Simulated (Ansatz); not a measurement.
Trial structure of P, not yet relaxed:

```cif
data_structure
_symmetry_space_group_name_H-M 'P4/mmm'
_symmetry_Int_Tables_number 123
_cell_length_a 3.4115
_cell_length_b 3.4115
_cell_length_c 5.5081
_cell_angle_alpha 90.000
_cell_angle_beta 90.000
_cell_angle_gamma 90.000
_cell_volume 64.11
loop_
_atom_site_label
_atom_site_type_symbol
_atom_site_symmetry_multiplicity
_atom_site_Wyckoff_symbol
_atom_site_fract_x
_atom_site_fract_y
_atom_site_fract_z
_atom_site_occupancy
P1 P 2 e 0.00000 0.50000 0.50000 1
P2 P 1 c 0.50000 0.50000 0.00000 1
```

Theory: DFT PBE, scalar-relativistic, plane waves, PAW in Ansatz 0.2.0. Settings: cutoff 420 eV, Γ-centred mesh 6×6×4 on the computed 3-atom cell, Gaussian smearing of 0.10 eV; no spin polarisation.

Energies count from the standard state of P at the same level. The references include black phosphorus.

**Question.** Estimate its pressure, forces and energy as it stands.

**Answer.** The pressure is -10.5 GPa (the mean over three directions, positive in compression), the largest force is 0.00 eV/Å (symmetry fixes the atoms), and the energy is +0.98 eV/atom against the standard state. The shortest distance is 2.41 Å.

**Question.** How much does it gain on relaxing, and where does it end?

**Answer.** Relaxing gains about 0.44 eV/atom (the start's value is from the coarse mesh, so the gain is rough) in 19 ionic steps and ends at +0.54 eV/atom on the finer mesh. The symmetry goes from P4/mmm (No. 123) to Pm-3m (No. 221). The volume per atom shrinks by 24.2 %, from 21.4 to 16.2 Å³. The shortest distance goes from 2.41 Å (P–P) to 2.58 Å (P–P). Conventional cell: a = 3.649 Å. P has 8 P at 2.58 Å.

The last run used a 14×14×12 mesh (in the run's order of axes) for its 3-atom cell and Gaussian smearing of 0.10 eV. The end has P4/mmm (No. 123) at a tolerance of 0.01 Å; the cell shown is made exact in the group found at 0.05 Å. The reference form of P is held partly by dispersion forces, which this level lacks. The relaxation can't lower the symmetry of the start. Symmetry constrained the relaxation, so the result can be a saddle point. Another cell of P relaxed alike, in P4/mmm, lies 290 meV/atom lower, so this cell isn't the stable form at this level.
